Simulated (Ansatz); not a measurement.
Fe, DFT, PBE, all-electron PAW with datasets made for the crystal, scalar-relativistic (Ansatz 0.2.0), run on 1 thread of Arm Neoverse V1 on a shared host.

Structure from Materials Project entry mp-136 (possibly hypothetical), not relaxed further. The listed cell was then made from it by scaling, straining or moving an atom.

Command: `ansatz run input.yaml --threads 1 --pin off --max-ram 3072MiB --backend cpu --events-out ev --progress --plain --runs-dir out`

```yaml
crystal:
  lattice:
    - [2.4012595311, 0.0, 0.0]
    - [-1.2006297656, 2.079551755, 0.0]
    - [0.0, 0.0, 3.7900100715]
  atoms:
    - { symbol: Fe, position: [0.3333333333, 0.6666666667, 0.25] }
    - { symbol: Fe, position: [0.6666666667, 0.3333333333, 0.75] }
kpoints:
  mp_grid: { grid: [17, 17, 10] }
scf:
  occupations: { method: fermi_dirac, width: 0.08 }
hamiltonian:
  xc: pbe
  pseudopotentials: { kind: all_electron, datasets: crystal }
output:
  forces: true
  stress: true
  eigenvalues: true
  efg: { contact_densities: true }
```

(1) How large is the problem that the program sets up?

(2) About how long does it take, and how much memory does it use?

(3) And the same cell and mesh by PAW with the default files, asked for forces, stress, eigenvalues, efg, on the same hardware?

## Answers

(1) 198 irreducible k-points, 313 plane waves at Γ, 13 bands.

(2) 34 s of wall time for 8 SCF iterations, with a peak of 0.59 GiB. Times on shared machines scatter by tens of per cent.

(3) 6.9 s, peak memory 0.37 GiB.
